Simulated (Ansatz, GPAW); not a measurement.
One calculation of CdTe, 3 ways

```xyz
2
Lattice="0.0000 3.2050 3.2050 3.2050 0.0000 3.2050 3.2050 3.2050 0.0000" Properties=species:S:1:pos:R:3 pbc="T T T"
Te    1.6025    1.6025    1.6025
Cd    0.0000    0.0000    0.0000
```

Alike in all runs: task single point; functional LDA; k mesh 7 × 7 × 7; occupations gaussian, width 0.05 eV; no spin polarisation; no spin-orbit coupling. LDA stands for any of its common fits. Pressure is positive in compression and, in plane waves, holds the error of the finite cutoff, which Ansatz's Pulay term estimates and takes out.

```
                                                    program and potentials  plane-wave cutoff (eV)                                                                                                                            notes  pressure (GPa)
                                                        Ansatz, Ansatz PAW                     420  potentials made for PBE, which Ansatz adapts in part; 18 valence electrons an atom on average; Pulay term of +0.03 GPa included           -0.02
GPAW, the program's PAW data sets (release 1.2.1) made for this functional                     600                                                                                           9 valence electrons an atom on average           -0.45
                            Ansatz, all-electron LAPW, scalar-relativistic                       -                                                                                                                                -           -0.01
```

The pressure spans -0.45 (GPAW, the program's PAW data sets (release 1.2.1) made for this functional) to -0.01 GPa (Ansatz, all-electron LAPW, scalar-relativistic), with all-electron results at -0.01.

Differences between rows come from potentials, basis sets and numerical settings, since the functional is the same but for its coding. Runs on potential files found faulty are left out.
